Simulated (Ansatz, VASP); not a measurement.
**Ir in VASP and in Ansatz**

```
Ir
1.0
     0.00000    1.91970    1.86211
     1.91970    0.00000    1.86211
     1.91970    1.91970    0.00000
Ir
1
Direct
  0.00000 0.00000 0.00000
```

Change from the starting cell: zz strain of -3 %.

Alike in both runs: task single point; functional PBEsol; k mesh 15 × 15 × 15; occupations fermi-dirac, width 0.05 eV; no spin polarisation.

```csv
,VASP,Ansatz
version,VASP 6.6.1,Ansatz 0.2.0
potentials or method,"VASP PAW PBE potentials, release 64 (Ir), cutoff 520 eV","all-electron LAPW, scalar-relativistic"
```

|  | VASP | Ansatz | Ansatz less VASP |
| --- | --- | --- | --- |
| pressure (GPa) | 10.9 | 9.7 | -1.24 |
| largest component of the traceless stress (GPa) | 8.37 | 8.38 | +0.014 |

Ansatz ran all-electron here, so the differences hold the error of VASP's frozen core and of both bases.

Caveats: the PAW data sets were made with another functional, which shifts forces and pressure a little (VASP). Spin-orbit coupling is left out, which matters for the levels of Ir.
